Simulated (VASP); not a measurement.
PbSe (Clausthalite): relaxation of cell and atoms with RPBE

The system is PbSe (Clausthalite).

```
CELL_PARAMETERS angstrom
0.00000 3.06065 3.06065
3.06065 0.00000 3.06065
3.06065 3.06065 0.00000
ATOMIC_POSITIONS crystal
Pb 0.00000 0.00000 0.00000
Se 0.50000 0.50000 0.50000
```

| Quantity | Value |
| --- | --- |
| Program | VASP 6.6.1 |
| Task | relaxation of cell and atoms |
| Functional | RPBE |
| Potentials or basis | VASP PAW PBE potentials, release 64 (Pb_d, Se) |
| Cutoff | 600 eV |
| k mesh | 8 × 8 × 8 |
| Occupations | fermi-dirac, width 0.05 eV |
| Spin | no spin polarisation |
| Further INCAR settings | ALGO = Normal; EDIFF = 1e-06; IBRION = 2; EDIFFG = -0.02; NSW = 60; ISIF = 3 |

| Quantity | Value |
| --- | --- |
| Relaxed volume | 31.18 Å³/atom |
| Relaxed cell | a = 4.451 Å, b = 4.451 Å, c = 4.451 Å, α = 60.00°, β = 60.00°, γ = 60.00° |
| Space group after relaxing (to 0.05 Å) | Fm-3m (No. 225) |
| Energy gained by relaxing | 30.9 meV/atom |
| Ionic steps | 3 |
| Pressure after relaxing | 0.0 GPa |
| Band gap on the k mesh | 0.63 eV, direct |

Step by step:
```csv
step,energy change (eV),largest force (eV/Å),pressure (GPa),volume (Å³)
1,0.0000,0.0000,4.23,57.34
2,-0.0574,0.0000,-0.91,63.85
3,-0.0617,0.0000,0.01,62.37
```

Final structure:
```cif
data_structure
_symmetry_space_group_name_H-M 'P 1'
_symmetry_Int_Tables_number 1
_cell_length_a 4.4514
_cell_length_b 4.4514
_cell_length_c 4.4514
_cell_angle_alpha 60.000
_cell_angle_beta 60.000
_cell_angle_gamma 60.000
_cell_volume 62.37
loop_
_atom_site_label
_atom_site_type_symbol
_atom_site_fract_x
_atom_site_fract_y
_atom_site_fract_z
_atom_site_occupancy
Pb1 Pb 0.00000 0.00000 0.00000 1
Se1 Se 0.50000 0.50000 0.50000 1
```

Levels at points of the mesh, in eV from the valence-band top:
```
           k point  band 8  band 9  band 10  band 11  band 12  band 13
(0.00, 0.00, 0.00)   -1.47   -1.47    -1.47     4.62     4.62     4.62
(0.50, 0.00, 0.00)   -1.12   -1.12     0.00     0.63     1.96     1.96
(0.50, 0.50, 0.00)   -4.23   -2.67    -2.67     4.19     5.39     5.39
```

It took 73 s on 1 thread of Intel(R) Xeon(R) Platinum 8488C (Sapphire Rapids) (shared host), peak memory 0.22 GiB.

The cell as given is a measured one (28.67 Å³/atom); RPBE puts the equilibrium volume +8.8 % from it, thermal expansion not counted.

Caveat: the PAW data sets were made with another functional, which shifts forces and pressure a little; spin-orbit coupling is left out, which as a rule narrows the gap of such compounds by several tenths of an eV.
